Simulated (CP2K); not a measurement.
Runs of CP2K 2026.2 on CoO. It takes space group Pm-3m (No. 221, cubic). The conventional cell has a = 2.571 Å, b = 2.571 Å, c = 2.571 Å, α = 90.00°, β = 90.00°, γ = 90.00°. Co (site symmetry m-3m) has 8 O at 2.23 Å as nearest neighbours. Around O (site symmetry m-3m) lie 8 Co at 2.23 Å. Measurements of this composition are mostly on another form, of space group No. 225.

```tsv
task	level	potentials or basis	smearing	EPS_DEFAULT	NGRIDS	points a segment of the path (NPOINTS)	bands added on the path	CUTOFF of the grids	gap on the mesh (eV)	pressure (GPa)	moment (μB)
band structure	LDA	GTH_POTENTIALS Co GTH-PADE-q17, O GTH-PADE-q6; TZVP-MOLOPT-PBE-GTH basis	fermi-dirac 0.0259 eV	1.0E-9	4	10	2	850 Ry	none	(a)	3.00
band structure	r2SCAN	POTENTIAL_UZH Co GTH-SCAN-q17, O GTH-SCAN-q6; TZVP-MOLOPT-SCAN-GTH basis	fermi-dirac 0.01 eV	1.0E-9	5	8	2	1250 Ry	0.90	12.1	3.00
band structure	PBEsol	POTENTIAL_UZH Co GTH-PBE-q17, O GTH-PBE-q6; TZVP-MOLOPT-PBE-GTH basis	fermi-dirac 0.05 eV	1.0E-9	5	6	4	850 Ry	none	2.1	3.00
band structure	PBE	POTENTIAL_UZH Co GTH-PBE-q17, O GTH-PBE-q6; TZVP-MOLOPT-PBE-GTH basis	fermi-dirac 0.01 eV	1.0E-9	5	6	4	850 Ry	none	12.9	3.00
single point	PBE	POTENTIAL_UZH Co GTH-PBE-q17, O GTH-PBE-q6; TZVP-MOLOPT-PBE-GTH basis	fermi-dirac 0.05 eV	1.0E-10	5	-	-	850 Ry	none	(b)	3.00
```

Alike in all rows: spin collinear, ferromagnetic start; cell as given; k mesh 10 × 10 × 10.

**Question.** Fill in the values left out.

**Answer.** (a) -8.8; (b) 13.3.

Caveats: the basis of atomic orbitals isn't converged, which shifts pressures, moduli and gaps; a cell with one magnetic atom can't hold antiferromagnetic order, which such compounds often take; semilocal functionals often make such compounds metallic where correlation or magnetic order opens a gap, which also shifts bond lengths (some runs); the potentials were made for another functional, which shifts forces and pressure (some runs).

A k mesh can miss the band edges.

A gap of «none» marks a metal or a gap under the smearing width.

Not every run made on this cell is shown here.
